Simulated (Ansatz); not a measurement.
Values for one crystal, relaxed and computed with PBEsol in the plane-wave PAW code Ansatz; other levels are named.

```yaml
volume_per_atom: 9.51 Å³
band_gap: 5.21 eV (smallest direct gap 5.22 eV)
Formation energy from the elements (no fitted shifts): -290 kJ/mol of atoms
Electronic dielectric constant ε∞ (DFPT): 3.11
HSE06 gap on the PBEsol cell: 7.11 eV
debye_temperature_from_the_elastic_constants: 824 K
zero_point_energy: 85.4 meV/atom
```

Question: Which compound is it?
(A) LaAlO3, cubic perovskite
(B) MgAl2O4, spinel
(C) GeO2, rutile
(D) BeO, wurtzite

Answer: B, MgAl2O4, spinel

Space group Fd-3m (spinel). Symmetry was held in the PBEsol relaxation. The references are the lowest solids computed at this level, not always the standard phases (solids in place of the gases).

Potentials: the earlier of the program's two PAW sets. The files were generated under PBE; for other functionals the program regenerates the frozen cores, and for LDA and PBEsol the local potential too.
